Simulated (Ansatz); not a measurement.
# KTaO3: response to strain

KTaO3 is deformed so: equal xx and yy strain of +2 %. What stress and forces result, by LAPW, PAW and all-electron datasets made for the crystal?

Method: DFT PBE, scalar-relativistic, in Ansatz 0.2.0.

## Step 1: The starting structure

The structure is cubic, space group Pm-3m (No. 221). Conventional cell: a = 3.988 Å, b = 3.988 Å, c = 3.988 Å, α = 90.00°, β = 90.00°, γ = 90.00°. K (site symmetry m-3m) has 12 O at 2.82 Å as nearest neighbours. Ta (site symmetry m-3m) has 6 O at 1.99 Å as nearest neighbours. Around O (site symmetry 4/mmm) lie 2 Ta at 1.99 Å and 4 K at 2.82 Å.

Structure file:

```
CELL_PARAMETERS angstrom
3.98830 0.00000 0.00000
0.00000 3.98830 0.00000
0.00000 0.00000 3.98830
ATOMIC_POSITIONS crystal
K 0.50000 0.50000 0.50000
Ta 0.00000 0.00000 0.00000
O 0.50000 0.00000 0.00000
O 0.00000 0.50000 0.00000
O 0.00000 0.00000 0.50000
```

Atoms are numbered in the order of the input: K1, Ta2, O3, O4, O5.

## Step 2: The deformed structure

Space group Pm-3m before, P4/mmm after.

## Step 3: LAPW, all electrons

Input file input.yaml:

```yaml
crystal:
  lattice:
    - [4.068066, 0.0, 0.0]
    - [0.0, 4.068066, 0.0]
    - [0.0, 0.0, 3.9883]
  atoms:
    - { symbol: K, position: [0.5, 0.5, 0.5] }
    - { symbol: Ta, position: [0.0, 0.0, 0.0] }
    - { symbol: O, position: [0.5, 0.0, 0.0] }
    - { symbol: O, position: [0.0, 0.5, 0.0] }
    - { symbol: O, position: [0.0, 0.0, 0.5] }
kpoints:
  mp_grid: { grid: [5, 5, 5] }
  band_path:
    path:
      - [0.0, 0.0, 0.0]
      - [0.0, 0.5, 0.0]
      - [0.5, 0.5, 0.0]
      - [0.0, 0.0, 0.0]
      - [0.0, 0.0, 0.5]
      - [0.0, 0.5, 0.5]
      - [0.5, 0.5, 0.5]
      - [0.0, 0.0, 0.5]
      - [0.0, 0.5, 0.0]
    npoints: 5
scf:
  occupations: { method: fermi_dirac, width: 0.01 }
hamiltonian:
  xc: pbe
  pseudopotentials: { kind: all_electron, lapw: { basis_error: 0.0005 } }
output:
  forces: true
  stress: true
  eigenvalues: true
```

Launch:

```console
> ansatz run input.yaml --threads 2 --pin off --max-ram 6144MiB --backend cpu --events-out ev --progress --plain --runs-dir out
```

## Step 4: Frozen-core PAW

Input file input.yaml:

```yaml
crystal:
  lattice:
    - [4.068066, 0.0, 0.0]
    - [0.0, 4.068066, 0.0]
    - [0.0, 0.0, 3.9883]
  atoms:
    - { symbol: K, position: [0.5, 0.5, 0.5] }
    - { symbol: Ta, position: [0.0, 0.0, 0.0] }
    - { symbol: O, position: [0.5, 0.0, 0.0] }
    - { symbol: O, position: [0.0, 0.5, 0.0] }
    - { symbol: O, position: [0.0, 0.0, 0.5] }
kpoints:
  mp_grid: { grid: [5, 5, 5] }
scf:
  occupations: { method: fermi_dirac, width: 0.01 }
hamiltonian:
  xc: pbe
  pseudopotentials: { kind: paw }
output:
  forces: true
  stress: true
  eigenvalues: true
  efg: { contact_densities: true }
```

## Step 5: All-electron PAW on datasets made for the crystal

input.yaml, as its differences from that of step 4:

```diff
@@ -17,3 +17,3 @@
   xc: pbe
-  pseudopotentials: { kind: paw }
+  pseudopotentials: { kind: all_electron, datasets: crystal }
 output:
```

(Steps that only read results are left out.)

What does the calculation give? Wanted: pressure; largest shear or deviatoric stress.

The runs gave:

| quantity | value |
| --- | --- |
| pressure | LAPW -2.04, PAW -2.16, crystal datasets -2.05 GPa |
| largest shear or deviatoric stress (LAPW) | 4.37 GPa |

What this shows: The largest part of the stress beyond the pressure is 4.37 GPa in size, in the zz component; the atoms are carried along and not relaxed. No run of the undeformed cell stands beside it, so the pressure holds what the given cell had before the change. PAW: stress within 0.12 GPa of LAPW. Crystal datasets: stress within 0.01 GPa of LAPW. Spin-orbit coupling is left out, though the cell holds Ta; in elements this heavy it can shift bands and gaps by tenths of an eV.

The gaps are Kohn-Sham values of a semilocal functional, not quasiparticle or optical gaps. Such gaps usually fall short of the measured ones.
